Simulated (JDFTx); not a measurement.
The system is CuO.

```
Cu O
1.0
     2.55255    0.00000    0.00000
     0.00000    2.55255    0.00000
     0.00000    0.00000    2.55255
Cu O
1 1
Cartesian
  0.0000 0.0000 0.0000
  1.2763 1.2763 1.2763
```

Measurements of this composition are mostly on another form, of space group No. 15.

```yaml
Program: JDFTx 1.7.0 (patched build)
Task: relaxation of cell and atoms
Functional: BLYP
Potentials_or_basis: SG15-PBE-1.2 with smoothed tails
Cutoff: 1361 eV
Density_cutoff: 10885 eV
k_mesh: 5 × 5 × 5
Occupations: fermi-dirac, width 0.05 eV
Spin: no spin polarisation
```

At the start: pressure 30.1 GPa; volume 8.32 Å³/atom.

Question: How do energy, volume and symmetry change on relaxing?

Answer: Over 7 steps the energy falls by 104.6 meV/atom and the volume is 9.59 Å³/atom (+15.3 %); space group Pm-3m (No. 221, to 0.05 Å).

Step by step:
```tsv
step	energy change (eV)	largest force (eV/Å)	pressure (GPa)	volume (Å³)
1	0.0000	0.0000	30.13	16.63
2	-0.0434	0.0000	26.04	16.88
3	-0.2018	0.0000	4.54	18.65
4	-0.2088	0.0000	0.96	19.06
5	-0.2091	0.0000	0.14	19.17
6	-0.2091	0.0000	0.02	19.18
7	-0.2091	0.0000	0.01	19.18
```

Final structure:
```
Cu O
1.0
     2.67690    0.00000    0.00000
     0.00000    2.67690    0.00000
     0.00000    0.00000    2.67690
Cu O
1 1
Direct
  0.00000 0.00000 0.00000
  0.50000 0.50000 0.50000
```

Caveat: the k mesh is coarse (spacing up to 0.49 Å⁻¹), so the values aren't converged; the volume moved by over 15 % at a fixed basis, so the end points are rough; the plane waves are those of the starting cell, so after so large a change of volume the result is rough; forces may be off by hundredths of an eV/Å; the potentials were made for another functional, which shifts forces and pressure; an odd number of electrons without spin polarisation forces a metal; a magnetic or distorted state may lie lower; the run has no spin polarisation, though such a crystal can be magnetic.
